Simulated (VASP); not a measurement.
Input for VASP

### INCAR
```
SYSTEM = Li2O
PREC = Accurate
ENCUT = 520
EDIFF = 1E-6
NELM = 60
ALGO = Normal
LREAL = .FALSE.
LASPH = .TRUE.
ISMEAR = 0
SIGMA = 0.05
GGA = PE
LWAVE = .FALSE.
LCHARG = .FALSE.
ISIF = 2
```

File POSCAR:
```
Li2O
1
    0.0000000000     2.3562000000     2.3562000000
    2.3562000000     0.0000000000     2.3562000000
    2.3562000000     2.3562000000     0.0000000000
Li O
2 1
Direct
  0.2500000000   0.2500000000   0.2500000000
  0.7500000000   0.7500000000   0.7500000000
  0.0000000000   0.0000000000   0.0000000000
```

### KPOINTS
```
Automatic mesh
0
Gamma
6 6 6
0 0 0
```

POTCAR, in this order: O Li_sv (PBE.64 set). Program: vasp_std.

What VASP printed:

File standard output:
```
 POSCAR found type information on POSCAR LiO
 POSCAR found :  2 types and       3 ions
 Reading from existing POTCAR
 Reading from existing POTCAR
 WARNING: type information on POSCAR and POTCAR are incompatible
 POTCAR overwrites the type information in POSCAR
 typ   1 type information:  Li O
 WARNING: type information on POSCAR and POTCAR are incompatible
 POTCAR overwrites the type information in POSCAR
 typ   2 type information:  O  Li
 LDA part: xc-table for (Slater+PW92), standard interpolation
 POSCAR, INCAR and KPOINTS ok, starting setup
 WAVECAR not read
 entering main loop
       N       E                     dE             d eps       ncg     rms          rms(c)
DAV:   1     0.616118082669E+02    0.61612E+02   -0.75538E+03   360   0.133E+03
DAV:   2    -0.901141303688E+01   -0.70623E+02   -0.67242E+02   473   0.261E+02
DAV:   3    -0.117298473741E+02   -0.27184E+01   -0.26856E+01   458   0.503E+01
DAV:   4    -0.118201158463E+02   -0.90268E-01   -0.90182E-01   536   0.870E+00
DAV:   5    -0.118216655753E+02   -0.15497E-02   -0.15496E-02   461   0.915E-01    0.147E+00
DAV:   6    -0.117823118611E+02    0.39354E-01   -0.12380E-01   424   0.300E+00    0.697E-01
DAV:   7    -0.117892301294E+02   -0.69183E-02   -0.22974E-02   517   0.127E+00    0.363E-01
DAV:   8    -0.117949940093E+02   -0.57639E-02   -0.50416E-03   404   0.758E-01    0.547E-02
DAV:   9    -0.117951268193E+02   -0.13281E-03   -0.41803E-04   466   0.186E-01    0.261E-02
DAV:  10    -0.117951404693E+02   -0.13650E-04   -0.55854E-05   403   0.750E-02    0.511E-03
DAV:  11    -0.117951405889E+02   -0.11962E-06   -0.65387E-06   464   0.254E-02
   1 F= -.11795141E+02 E0= -.11793582E+02  d E =-.311731E-02
```

### OUTCAR
```
------------------------ aborting loop because EDIFF is reached ----------------------------------------
  FORCE on cell =-STRESS in cart. coord.  units (eV):
  Direction    XX          YY          ZZ          XY          YZ          ZX
  --------------------------------------------------------------------------------------
  Total       -0.7178257     -0.7178257     -0.7178257      0.0000000      0.0000000      0.0000000
  in kB      -43.9605547    -43.9605547    -43.9605547      0.0000000      0.0000000      0.0000000
  external PRESSURE =     -43.9605547 kB  Pullay stress =       0.0000000 kB
  volume of cell :       26.16
      direct lattice vectors                 reciprocal lattice vectors
     0.000000000  2.356200000  2.356200000    -0.212206095  0.212206095  0.212206095
     2.356200000  0.000000000  2.356200000     0.212206095 -0.212206095  0.212206095
     2.356200000  2.356200000  0.000000000     0.212206095  0.212206095 -0.212206095
 POSITION                                       TOTAL-FORCE (eV/Angst)
 -----------------------------------------------------------------------------------
      1.17810      1.17810      1.17810         0.000000      0.000000      0.000000
      3.53430      3.53430      3.53430        -0.000000     -0.000000     -0.000000
      0.00000      0.00000      0.00000        -0.000000     -0.000000      0.000000
 -----------------------------------------------------------------------------------
    total drift:                                0.000000      0.000000      0.000000
  FREE ENERGIE OF THE ION-ELECTRON SYSTEM (eV)
  ---------------------------------------------------
  free  energy   TOTEN  =       -11.7951405889 eV

  energy  without entropy=      -11.7920232831  energy(sigma->0) =      -11.79358194
```
(Selected blocks of OUTCAR.)

**Question.** Read the log: what went wrong, and how is it fixed?

**Answer.** The cause: POTCAR lists the elements in another order than POSCAR. The run ends without an error. Against the sound run, the pressure falls by 0.35 GPa; the band gap decreases by 4.85 eV. To mend it, use POTCAR Li_sv O of the PBE.64 set.

The mended run (PBE GGA, plane waves, VASP's PBE PAW potentials (set 64)) converges, and its OSZICAR ends with
```
   1 F= -.14331371E+02 E0= -.14331371E+02  d E =-.476038E-20
```

The compound is Li2O in the antifluorite structure. The cell was not relaxed at this level. The electron count is odd and the run is not spin-polarised, which forces a metal.
